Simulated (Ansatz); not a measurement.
# Mg: strong compression

Aim: compress Mg (sc type) step by step, far beyond the usual range, and follow pressure and electronic structure. Methods of the runs shown: PAW. Its runs: cell relaxed at zero pressure (PAW); volume scaled by 1 (PAW); volume scaled by 0.88 (PAW); volume scaled by 0.78 (PAW); volume scaled by 0.68 (PAW); volume scaled by 0.58 (PAW); volume scaled by 0.5 (PAW); volume scaled by 0.43 (PAW and PAW (cutoff 1000 eV)).

Program: Ansatz 0.2.0. Level of theory: DFT, PBE, PAW with Ansatz's default frozen-core files, scalar-relativistic. These are calculated values, not measurements.

1 further run of the same task is left out (it didn't finish). Runs told in other sessions of the task aren't counted.

## (1) Starting point

Symmetry: Pm-3m, No. 221, cubic system. Conventional cell: a = 2.915 Å, b = 2.915 Å, c = 2.915 Å, α = 90.00°, β = 90.00°, γ = 90.00°. Around Mg (site symmetry m-3m) lie 6 Mg at 2.92 Å.

As a file:

```cif
data_structure
_symmetry_space_group_name_H-M 'P 1'
_symmetry_Int_Tables_number 1
_cell_length_a 2.9151
_cell_length_b 2.9151
_cell_length_c 2.9151
_cell_angle_alpha 90.000
_cell_angle_beta 90.000
_cell_angle_gamma 90.000
_cell_volume 24.77
loop_
_atom_site_label
_atom_site_type_symbol
_atom_site_fract_x
_atom_site_fract_y
_atom_site_fract_z
_atom_site_occupancy
Mg1 Mg 0.00000 0.00000 0.00000 1
```

Whether this phase is the stable one at these pressures isn't tested.

## (2) Cell relaxed at zero pressure, PAW

Input file input.yaml:

```yaml
crystal:
  lattice:
    - [2.9150576304, 0.0, 0.0]
    - [0.0, 2.9150576304, 0.0]
    - [0.0, 0.0, 2.9150576304]
  atoms:
    - { symbol: Mg, position: [0.0, 0.0, 0.0] }
kpoints:
  mp_grid: { grid: [13, 13, 13] }
scf:
  occupations: { method: fermi_dirac, width: 0.1 }
hamiltonian:
  xc: pbe
  pseudopotentials: { kind: paw }
output:
  forces: true
  stress: true
  write_density: true
  write_potential: true
  elf: true
  volumetric_format: npy
relax:
  f_tol: 0.005
  max_steps: 40
  cell: {}
```

Started as:

```sh
$ ansatz run input.yaml --threads 1 --pin off --max-ram 2048MiB --backend cpu --events-out ev --progress --plain --runs-dir out
```

Further steps of the session: Volume scaled by 1, PAW; Volume scaled by 0.88, PAW; Volume scaled by 0.78, PAW; Volume scaled by 0.68, PAW; Volume scaled by 0.58, PAW; Volume scaled by 0.5, PAW; Volume scaled by 0.43, PAW; Volume scaled by 0.43, PAW (cutoff 1000 eV).

What does the calculation give? Wanted: PAW pressure at 0.43 of the volume; fitted bulk modulus at zero pressure.

The runs gave:

```
                                           quantity     value
                 PAW pressure at 0.43 of the volume  91.8 GPa
PAW (cutoff 1000 eV) pressure at 0.43 of the volume  91.8 GPa
         fitted bulk modulus at zero pressure (PAW)  23.0 GPa
                            its pressure derivative      3.76
```

In words: By PAW the pressure climbs to 92 GPa at 0.43 of the first volume. One third-order Birch-Murnaghan curve follows these points (B₀ = 23.0 GPa, B′ = 3.76, misfit at most 0.02 GPa). A fit over so wide a range leans to the high pressures, so B₀ can be off by several per cent. No all-electron run checks these rows here, and frozen cores can fail under such compression. The ions are at rest, and the electrons smeared by 0.1 eV.
